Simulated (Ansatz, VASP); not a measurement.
## One calculation of Pt, two programs

```
Pt
1.0
     3.24564    1.87387    5.53512
    -3.24564    1.87387    5.53512
     0.00000   -3.74774    5.53512
Pt
12
Cartesian
  -2.0883 1.2057 3.7306
  0.0000 -2.4114 3.7306
  2.0883 1.2057 3.7306
  2.0883 -1.2057 12.8747
  -2.0883 -1.2057 12.8747
  0.0000 2.4114 12.8747
  -1.3288 0.7672 5.9390
  0.0000 -1.5344 5.9390
  1.3288 0.7672 5.9390
  1.3288 -0.7672 10.6664
  -1.3288 -0.7672 10.6664
  0.0000 1.5344 10.6664
```

Alike in both runs: task single point; functional PBEsol; k mesh 3 × 3 × 3; occupations gaussian, width 0.1 eV; no spin polarisation.

|  | VASP | Ansatz |
| --- | --- | --- |
| version | VASP 6.6.1 | Ansatz 0.2.0 |
| potentials or method | VASP PAW PBE potentials, release 64 (Pt) | scalar-relativistic, plane waves, PAW |
| plane-wave cutoff (eV) | 520 | 420 |
| valence electrons in the cell | 120 | 216 |

Ansatz gave:

- gap on the k mesh at the Fermi level (eV): none
- rms of the force components (eV/Å): 4.595

Q: What did VASP give for the same quantities?

A: gap on the k mesh at the Fermi level (eV): none; rms of the force components (eV/Å): 4.608.

Atom by atom the forces differ by 0.097 eV/Å (rms over components). A gap of «none» marks a metal or a gap that the smearing closes. The functional is the same, so the differences come from potentials, cutoffs and numerics. The two sets of potentials don't hold the same shells in valence.

Caveats: the k mesh is coarse (spacing up to 0.39 Å⁻¹), so the values aren't converged; the PAW data sets were made with another functional, which shifts forces and pressure a little (VASP). The runs have no spin-orbit coupling, so splittings on Pt are missing.
